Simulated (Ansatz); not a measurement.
Below is the output of a Python script on Ansatz's Python interface that makes a calculation of the dielectric tensor and Born charges of CuI, space group P-3m1. Write a script that gives it. Settings: PBEsol, PAW, the default cutoff (420 eV here), 6×6×4 k-points, fixed occupations.

```yaml
crystal:
  lattice:
    - [4.12862, 0.00000, 0.00000]
    - [-2.06431, 3.57549, 0.00000]
    - [0.00000, 0.00000, 7.47811]
  atoms:
    - { symbol: Cu, position: [0.66667, 0.33333, 0.58995] }
    - { symbol: Cu, position: [0.33333, 0.66667, 0.41005] }
    - { symbol: I, position: [0.33333, 0.66667, 0.75475] }
    - { symbol: I, position: [0.66667, 0.33333, 0.24525] }
```

`python eps.py` gives:
```text
DeckWarning: basis.ecutwfc = 420 eV, auto-derived from the records' recommended cutoffs: set by Cu (normal level)
[INFO] eps_inf
[[5.953 0.    0.   ]
 [0.    5.953 0.   ]
 [0.    0.    4.852]]
Born charge tensor of Cu 0
[[1.045 0.    0.   ]
 [0.    1.045 0.   ]
 [0.    0.    0.654]]
Born charge tensor of Cu 1
[[1.045 0.    0.   ]
 [0.    1.045 0.   ]
 [0.    0.    0.654]]
Born charge tensor of I 2
[[-1.045  0.     0.   ]
 [ 0.    -1.045  0.   ]
 [ 0.     0.    -0.654]]
Born charge tensor of I 3
[[-1.045  0.     0.   ]
 [ 0.    -1.045  0.   ]
 [ 0.     0.    -0.654]]
[INFO] charge neutrality missed by 0.0009 e before the sum rule
```
(Warnings from the package without file and line.)

The script that was run (others could print the same):

`eps.py`:
```python
"""Response of CuI to an electric field."""

import logging
import sys

import ansatz as az
import numpy as np

logging.basicConfig(stream=sys.stdout, format="[%(levelname)s] %(message)s")
logger = logging.getLogger("cui")
logger.setLevel(logging.INFO)


def main() -> None:
    cell = (
        az.Lattice.of([4.12862, 0.0, 0.0], [-2.06431, 3.57549, 0.0], [0.0, 0.0, 7.47811])
        .atom("Cu", [2 / 3, 1 / 3, 0.58995])
        .atom("Cu", [1 / 3, 2 / 3, 0.41005])
        .atom("I", [1 / 3, 2 / 3, 0.75475])
        .atom("I", [2 / 3, 1 / 3, 0.24525])
    )

    # an insulator: whole occupations
    job = (
        cell.calculation()
        .functional("pbesol")
        .pseudopotentials("paw")
        .kpoints(6, 6, 4, center="gamma")
        .occupations("fixed")
        .dielectric()
    )
    result = job.run(threads=1, pin="off")
    response = result.dielectric
    eps = np.asarray(response.eps_inf)

    logger.info("eps_inf")
    print(np.round(eps, 3) + 0.0)
    for index, (site, z) in enumerate(zip(result.lattice.sites, response.zstar_e)):
        print("Born charge tensor of", site.symbol, index)
        print(np.round(z, 3) + 0.0)
    logger.info(f"charge neutrality missed by {response.zstar_sum_residual_pre_e:.4f} e before the sum rule")


if __name__ == "__main__":
    main()
```

Under fixed occupations the level called the Fermi level is the highest filled one on the SCF mesh; off the mesh a filled band can lie a little above it. Averages over directions belong to no single polarisation, least of all in layered crystals. Without a Hubbard U or exact exchange, semilocal functionals often make such 3d compounds metallic or too weakly gapped. The structure comes from a database of computed cells and needn't be a stable or known phase. This is the electronic (clamped-ion) response; a semilocal gap that is too small tends to raise it. The typed mesh is that of the SCF; the response is solved on denser meshes that the run picks. Run time: 6.9 min on 1 thread of Arm Neoverse V1, with other jobs on the host, peak memory 1.9 GiB.
